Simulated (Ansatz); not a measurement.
Starting cell, LaAlO3 (cubic perovskite):

```yaml
crystal:
  lattice:
    - [7.62482, 0.00000, 0.00000]
    - [3.81241, 3.81241, 0.00000]
    - [0.00000, 0.00000, 3.81241]
  atoms:
    - { symbol: La, position: [0.00000, 0.00000, 0.00000] }
    - { symbol: La, position: [0.50000, 0.00000, 0.00000] }
    - { symbol: Al, position: [0.00000, 0.50000, 0.50000] }
    - { symbol: Al, position: [0.50000, 0.50000, 0.50000] }
    - { symbol: O, position: [0.75000, 0.50000, 0.50000] }
    - { symbol: O, position: [0.25000, 0.50000, 0.50000] }
    - { symbol: O, position: [0.00000, 0.50000, 0.00000] }
    - { symbol: O, position: [0.50000, 0.50000, 0.00000] }
    - { symbol: O, position: [0.25000, 0.00000, 0.50000] }
    - { symbol: O, position: [0.75000, 0.00000, 0.50000] }
```

A phonon eigenvector at M = (0.5, 0.5, 0.0) is frozen into this cell: atom i moves by Q times the vector below, so Q is the largest atomic displacement, in Å. The cell is held. (q is in reciprocal vectors of the primitive cell; the cell shown is doubled to hold the pattern.)

| atom | x | y | z |
|---|---|---|---|
| O5 | 0.000 | 1.000 | 0.000 |
| O6 | 0.000 | -1.000 | 0.000 |
| O9 | -1.000 | 0.000 | 0.000 |
| O10 | 1.000 | 0.000 | 0.000 |

Atoms not listed stay in place.

Computed with PBE (plane waves to 420 eV, PAW, scalar-relativistic; Ansatz, a program for electronic structure). k mesh 9×9×9 (Γ-centred), Fermi-Dirac smearing 0.05 eV. The energy includes the smearing's −TS. LaAlO3 is run without spin polarisation. LaAlO3 was relaxed with its symmetry unable to fall. This is a high-temperature form of LaAlO3. The zero of ΔE is the undisplaced structure.

```
Q (Å)    ΔE (meV/cell)
-------  -------------
-0.1760            9.3
-0.1467       withheld
-0.1173            0.3
-0.0880           -0.6
-0.0587           -0.5
-0.0293           -0.2
0.0000             0.0
0.0293            -0.2
0.0587            -0.5
0.0880            -0.6
0.1173             0.3
0.1467        withheld
0.1760             9.3
```

Task: Fit an even polynomial form (powers 2, 4) to the given rows and predict ΔE at Q = -0.1467.

Result: Least squares on the 11 given rows: ΔE = (-202.0)·Q² + (16210)·Q⁴, in meV/cell with Q in Å; root-mean-square residual 0.02 meV/cell. At -0.1467 the fit gives 3.2 meV/cell; the calculation gives 3.2 meV/cell, the same to the digits shown. The quadratic term alone would give -4.3 meV/cell: it is negative, as the undisplaced cell is unstable along this move.

(For displaced atoms, the force is minus the slope of the energy, and its curvature is a force constant, which sets phonon frequencies.)
